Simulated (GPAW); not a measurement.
# Ti (Im-3m) in GPAW: convergence with plane-wave cutoff (eV), part 2 of 2

GPAW 26.7.0. Earlier steps stand in the parts before.

## 3. With plane-wave cutoff (eV) 300

File run.py:

```python
import json
import numpy as np
import spglib
from ase import Atoms
from ase.constraints import FixSymmetry
from ase.filters import FrechetCellFilter
from ase.io import read, write
from ase.optimize import BFGS
from ase.stress import full_3x3_to_voigt_6_stress, voigt_6_to_full_3x3_strain, voigt_6_to_full_3x3_stress
from ase.units import GPa
from gpaw import GPAW, PW

atoms = read('Ti.cif')
cell, positions, numbers = spglib.find_primitive(
    (atoms.cell[:], atoms.get_scaled_positions(), atoms.numbers), symprec=1e-4)
atoms = Atoms(numbers, cell=cell, scaled_positions=positions, pbc=True)

calc = GPAW(mode=PW(300),
            xc='MGGA_X_R2SCAN+MGGA_C_R2SCAN',
            kpts={'size': (8, 8, 8), 'gamma': True},
            occupations={'name': 'fermi-dirac', 'width': 0.05},
            nbands=14,
            convergence={'density': 1e-06, 'eigenstates': 1e-09},
            maxiter=150,
            txt='gpaw.txt')
atoms.calc = calc
atoms.set_constraint(FixSymmetry(atoms))
BFGS(FrechetCellFilter(atoms), trajectory='relax.traj', logfile='-').run(fmax=0.005, steps=40)
atoms.set_constraint()
energy = atoms.get_potential_energy()
forces = atoms.get_forces()
stress = atoms.get_stress()
calc.write('gs.gpw')
write('result.traj', atoms)
print('Cell:', atoms.cell.cellpar().round(4))
print(atoms.get_scaled_positions().round(5))

gpts = tuple(int(n) for n in calc.get_number_of_grid_points())
cell = atoms.cell[:].T
dataset = spglib.get_symmetry((atoms.cell[:], atoms.get_scaled_positions(), atoms.numbers), symprec=1e-4)
rotations = [cell @ w @ np.linalg.inv(cell) for w in dataset['rotations']]
strains, clamped, relaxed = [], [], []
for v in [0, 3]:
    for e in (-0.01, 0.01):
        voigt = np.zeros(6)
        voigt[v] = e
        F = voigt_6_to_full_3x3_strain(voigt)
        a = atoms.copy()
        a.set_cell(atoms.cell[:] @ F, scale_atoms=True)
        c = GPAW(mode=PW(300),
                 xc='MGGA_X_R2SCAN+MGGA_C_R2SCAN',
                 kpts={'size': (8, 8, 8), 'gamma': True},
                 occupations={'name': 'fermi-dirac', 'width': 0.05},
                 nbands=14,
                 convergence={'density': 1e-06, 'eigenstates': 1e-09},
                 maxiter=150,
                 gpts=gpts,
                 txt=f'strain-{v}{e:+.3f}.txt')
        a.calc = c
        s0 = s1 = a.get_stress() - stress
        print(v, e, 'clamped', (s0 / GPa).round(3), 'relaxed', (s1 / GPa).round(3), flush=True)
        for R in rotations:  # images under the point group
            eps = R @ (F - np.eye(3)) @ R.T
            strains.append(full_3x3_to_voigt_6_stress(eps) * [1, 1, 1, 2, 2, 2])
            for s, rows in ((s0, clamped), (s1, relaxed)):
                rows.append(full_3x3_to_voigt_6_stress(R @ voigt_6_to_full_3x3_stress(s) @ R.T))

C0, C = (np.linalg.lstsq(np.array(strains), np.array(s), rcond=None)[0].T / GPa for s in (clamped, relaxed))
print('Clamped-ion Cij (GPa):')
print(C0.round(1))
print('Relaxed-ion Cij (GPa):')
print(C.round(1))
json.dump({'clamped': C0.tolist(), 'relaxed': C.tolist()}, open('elastic.json', 'w'))
```

File Ti.cif:

```cif
data_Ti
_cell_length_a 3.28200000
_cell_length_b 3.28200000
_cell_length_c 3.28200000
_cell_angle_alpha 90.00000000
_cell_angle_beta 90.00000000
_cell_angle_gamma 90.00000000
_space_group_name_H-M_alt 'Im-3m'
_space_group_name_Hall '-I 4 2 3'
_space_group_IT_number 229
loop_
_space_group_symop_operation_xyz
'x,y,z'
'-x,-y,-z'
'-y,x,z'
'y,-x,-z'
'-x,-y,z'
'x,y,-z'
'y,-x,z'
'-y,x,-z'
'x,-y,-z'
'-x,y,z'
'-y,-x,-z'
'y,x,z'
'-x,y,-z'
'x,-y,z'
'y,x,-z'
'-y,-x,z'
'z,x,y'
'-z,-x,-y'
'z,-y,x'
'-z,y,-x'
'z,-x,-y'
'-z,x,y'
'z,y,-x'
'-z,-y,x'
'-z,x,-y'
'z,-x,y'
'-z,-y,-x'
'z,y,x'
'-z,-x,y'
'z,x,-y'
'-z,y,x'
'z,-y,-x'
'y,z,x'
'-y,-z,-x'
'x,z,-y'
'-x,-z,y'
'-y,z,-x'
'y,-z,x'
'-x,z,y'
'x,-z,-y'
'-y,-z,x'
'y,z,-x'
'-x,-z,-y'
'x,z,y'
'y,-z,-x'
'-y,z,x'
'x,-z,y'
'-x,z,-y'
'x+1/2,y+1/2,z+1/2'
'-x+1/2,-y+1/2,-z+1/2'
'-y+1/2,x+1/2,z+1/2'
'y+1/2,-x+1/2,-z+1/2'
'-x+1/2,-y+1/2,z+1/2'
'x+1/2,y+1/2,-z+1/2'
'y+1/2,-x+1/2,z+1/2'
'-y+1/2,x+1/2,-z+1/2'
'x+1/2,-y+1/2,-z+1/2'
'-x+1/2,y+1/2,z+1/2'
'-y+1/2,-x+1/2,-z+1/2'
'y+1/2,x+1/2,z+1/2'
'-x+1/2,y+1/2,-z+1/2'
'x+1/2,-y+1/2,z+1/2'
'y+1/2,x+1/2,-z+1/2'
'-y+1/2,-x+1/2,z+1/2'
'z+1/2,x+1/2,y+1/2'
'-z+1/2,-x+1/2,-y+1/2'
'z+1/2,-y+1/2,x+1/2'
'-z+1/2,y+1/2,-x+1/2'
'z+1/2,-x+1/2,-y+1/2'
'-z+1/2,x+1/2,y+1/2'
'z+1/2,y+1/2,-x+1/2'
'-z+1/2,-y+1/2,x+1/2'
'-z+1/2,x+1/2,-y+1/2'
'z+1/2,-x+1/2,y+1/2'
'-z+1/2,-y+1/2,-x+1/2'
'z+1/2,y+1/2,x+1/2'
'-z+1/2,-x+1/2,y+1/2'
'z+1/2,x+1/2,-y+1/2'
'-z+1/2,y+1/2,x+1/2'
'z+1/2,-y+1/2,-x+1/2'
'y+1/2,z+1/2,x+1/2'
'-y+1/2,-z+1/2,-x+1/2'
'x+1/2,z+1/2,-y+1/2'
'-x+1/2,-z+1/2,y+1/2'
'-y+1/2,z+1/2,-x+1/2'
'y+1/2,-z+1/2,x+1/2'
'-x+1/2,z+1/2,y+1/2'
'x+1/2,-z+1/2,-y+1/2'
'-y+1/2,-z+1/2,x+1/2'
'y+1/2,z+1/2,-x+1/2'
'-x+1/2,-z+1/2,-y+1/2'
'x+1/2,z+1/2,y+1/2'
'y+1/2,-z+1/2,-x+1/2'
'-y+1/2,z+1/2,x+1/2'
'x+1/2,-z+1/2,y+1/2'
'-x+1/2,z+1/2,-y+1/2'
loop_
_atom_site_label
_atom_site_type_symbol
_atom_site_symmetry_multiplicity
_atom_site_Wyckoff_symbol
_atom_site_fract_x
_atom_site_fract_y
_atom_site_fract_z
_atom_site_occupancy
Ti1 Ti 2 a 0.0000000000 0.0000000000 0.0000000000 1
```

Potentials or basis: GPAW PAW data sets (gpaw-data 1.2.1), pw.

Command:

```
> OMP_NUM_THREADS=1 python run.py
```

Wall time 2.9 min (1 thread of Intel Xeon Platinum 8259CL at 2.50GHz (Skylake/Cascade Lake), shared host); peak memory 0.52 GiB.

Results:

- Free energy: -10.9754 eV
- Relaxed volume: 16.46 Å³/atom
- Relaxed cell: a = 2.776 Å, b = 2.776 Å, c = 2.776 Å, α = 109.47°, β = 109.47°, γ = 109.47°
- Space group after relaxing (to 0.05 Å): Im-3m (No. 229)
- Pressure after relaxing: 0.0 GPa
- Band gap on the k mesh: none (metal or under the smearing width)
- Elastic constants C11, C12, C44: 111, 134, 63 GPa
- Voigt bulk modulus: 127 GPa

## 4. With plane-wave cutoff (eV) 370

run.py, as its differences from that of step 3:

```diff
@@ -17,3 +17,3 @@
 
-calc = GPAW(mode=PW(300),
+calc = GPAW(mode=PW(370),
             xc='MGGA_X_R2SCAN+MGGA_C_R2SCAN',
@@ -49,3 +49,3 @@
         a.set_cell(atoms.cell[:] @ F, scale_atoms=True)
-        c = GPAW(mode=PW(300),
+        c = GPAW(mode=PW(370),
                  xc='MGGA_X_R2SCAN+MGGA_C_R2SCAN',
```

Ti.cif is that of step 3.

Command:

```
> OMP_NUM_THREADS=1 python run.py
```

Run time: 3.2 min. Hardware: 1 thread of Intel Xeon Platinum 8259CL at 2.50GHz (Skylake/Cascade Lake), shared host; peak memory 0.53 GiB.

What came out:

- Free energy: -11.1598 eV
- Relaxed volume: 16.70 Å³/atom
- Relaxed cell: a = 2.789 Å, b = 2.789 Å, c = 2.789 Å, α = 109.47°, β = 109.47°, γ = 109.47°
- Space group after relaxing (to 0.05 Å): Im-3m (No. 229)
- Pressure after relaxing: 0.0 GPa
- Band gap on the k mesh: none (metal or under the smearing width)
- Elastic constants C11, C12, C44: 106, 132, 58 GPa
- Voigt bulk modulus: 123 GPa

## 5. With plane-wave cutoff (eV) 450

run.py, as its differences from that of step 4:

```diff
@@ -17,3 +17,3 @@
 
-calc = GPAW(mode=PW(370),
+calc = GPAW(mode=PW(450),
             xc='MGGA_X_R2SCAN+MGGA_C_R2SCAN',
@@ -49,3 +49,3 @@
         a.set_cell(atoms.cell[:] @ F, scale_atoms=True)
-        c = GPAW(mode=PW(370),
+        c = GPAW(mode=PW(450),
                  xc='MGGA_X_R2SCAN+MGGA_C_R2SCAN',
```

Ti.cif is that of step 4.

Command:

```
> OMP_NUM_THREADS=1 python run.py
```

Run time: 3.4 min. Hardware: 1 thread of Intel Xeon Platinum 8259CL at 2.50GHz (Skylake/Cascade Lake), shared host; peak memory 0.61 GiB.

The run converged. Its results:

```yaml
Free_energy: -11.2255 eV
Relaxed_volume: 17.12 Å³/atom
Relaxed_cell: a = 2.812 Å, b = 2.812 Å, c = 2.812 Å, α = 109.47°, β = 109.47°, γ = 109.47°
Space_group_after_relaxing_to_0.05_Å: Im-3m (No. 229)
Pressure_after_relaxing: 0.0 GPa
Band_gap_on_the_k_mesh: none (metal or under the smearing width)
Elastic_constants_C11_C12_C44: 91, 125, 50 GPa
Voigt_bulk_modulus: 113 GPa
```

## 6. With plane-wave cutoff (eV) 530

run.py, as its differences from that of step 5:

```diff
@@ -17,3 +17,3 @@
 
-calc = GPAW(mode=PW(450),
+calc = GPAW(mode=PW(530),
             xc='MGGA_X_R2SCAN+MGGA_C_R2SCAN',
@@ -49,3 +49,3 @@
         a.set_cell(atoms.cell[:] @ F, scale_atoms=True)
-        c = GPAW(mode=PW(450),
+        c = GPAW(mode=PW(530),
                  xc='MGGA_X_R2SCAN+MGGA_C_R2SCAN',
```

Ti.cif is that of step 5.

Potentials or basis: GPAW PAW data sets (gpaw-data 1.2.1), pw.

Command:

```
> OMP_NUM_THREADS=1 python run.py
```

It took 4.1 min on 1 thread of Intel Xeon Platinum 8259CL at 2.50GHz (Skylake/Cascade Lake), shared host; peak memory 0.56 GiB.

The run converged. Its results:

```
Free energy                            : -11.2390 eV
Relaxed volume                         : 17.13 Å³/atom
Relaxed cell                           : a = 2.813 Å, b = 2.813 Å, c = 2.813 Å, α = 109.47°, β = 109.47°, γ = 109.47°
Space group after relaxing (to 0.05 Å) : Im-3m (No. 229)
Pressure after relaxing                : 0.0 GPa
Band gap on the k mesh                 : none (metal or under the smearing width)
Elastic constants C11, C12, C44        : 89, 124, 49 GPa
Voigt bulk modulus                     : 113 GPa
```

## 7. With plane-wave cutoff (eV) 600

run.py, as its differences from that of step 6:

```diff
@@ -17,3 +17,3 @@
 
-calc = GPAW(mode=PW(530),
+calc = GPAW(mode=PW(600),
             xc='MGGA_X_R2SCAN+MGGA_C_R2SCAN',
@@ -49,3 +49,3 @@
         a.set_cell(atoms.cell[:] @ F, scale_atoms=True)
-        c = GPAW(mode=PW(530),
+        c = GPAW(mode=PW(600),
                  xc='MGGA_X_R2SCAN+MGGA_C_R2SCAN',
```

Ti.cif is that of step 6.

Command:

```
> OMP_NUM_THREADS=1 python run.py
```

It took 4.6 min on 1 thread of Intel Xeon Platinum 8259CL at 2.50GHz (Skylake/Cascade Lake), shared host; peak memory 0.57 GiB.

The run converged. Its results:

```yaml
Free_energy: -11.2525 eV
Relaxed_volume: 17.09 Å³/atom
Relaxed_cell: a = 2.811 Å, b = 2.811 Å, c = 2.811 Å, α = 109.47°, β = 109.47°, γ = 109.47°
Space_group_after_relaxing_to_0.05_Å: Im-3m (No. 229)
Pressure_after_relaxing: 0.0 GPa
Band_gap_on_the_k_mesh: none (metal or under the smearing width)
Elastic_constants_C11_C12_C44: 90, 125, 50 GPa
Voigt_bulk_modulus: 113 GPa
```

## 8. With plane-wave cutoff (eV) 720

run.py, as its differences from that of step 7:

```diff
@@ -17,3 +17,3 @@
 
-calc = GPAW(mode=PW(600),
+calc = GPAW(mode=PW(720),
             xc='MGGA_X_R2SCAN+MGGA_C_R2SCAN',
@@ -49,3 +49,3 @@
         a.set_cell(atoms.cell[:] @ F, scale_atoms=True)
-        c = GPAW(mode=PW(600),
+        c = GPAW(mode=PW(720),
                  xc='MGGA_X_R2SCAN+MGGA_C_R2SCAN',
```

Ti.cif is that of step 7.

Command:

```
> OMP_NUM_THREADS=1 python run.py
```

Wall time 8.4 min (1 thread of Intel Xeon Platinum 8259CL at 2.50GHz (Skylake/Cascade Lake), shared host); peak memory 0.59 GiB.

It converged, with:

```yaml
Free_energy: -11.2760 eV
Relaxed_volume: 17.12 Å³/atom
Relaxed_cell: a = 2.812 Å, b = 2.812 Å, c = 2.812 Å, α = 109.47°, β = 109.47°, γ = 109.47°
Space_group_after_relaxing_to_0.05_Å: Im-3m (No. 229)
Pressure_after_relaxing: 0.0 GPa
Band_gap_on_the_k_mesh: none (metal or under the smearing width)
Elastic_constants_C11_C12_C44: 90, 124, 49 GPa
Voigt_bulk_modulus: 113 GPa
```

## 9. Result

```
plane-wave cutoff (eV)  energy less the tightest run, at zero smearing (meV/atom)  pressure (GPa)  SCF cycles  CPU time (s)  peak memory (GiB)
                   240                                                     440.70            0.03          11           160               0.51
                   300                                                     299.67            0.00          11           170               0.52
                   370                                                     115.58           -0.02          11           190               0.53
                   450                                                      50.46            0.00          11           210               0.61
                   530                                                      36.97            0.03          11           240               0.56
                   600                                                      23.50            0.00          11           270               0.57
                   720                                                       0.00            0.00          11           500               0.59
```

Against the tightest run, the pressure stays within 0.1 GPa from 240 on. Not settled before the last step: the energy (to 1 meV/atom). The tightest run that finished is the yardstick and may itself not be fully converged.

Caveats: the density grid can change from cell to cell, which puts small steps into energies and stress; the elastic tensor has a negative eigenvalue, so either the cell is unstable as it stands or the mesh is too thin; the PAW data sets were made with another functional, which shifts forces and pressure a little.
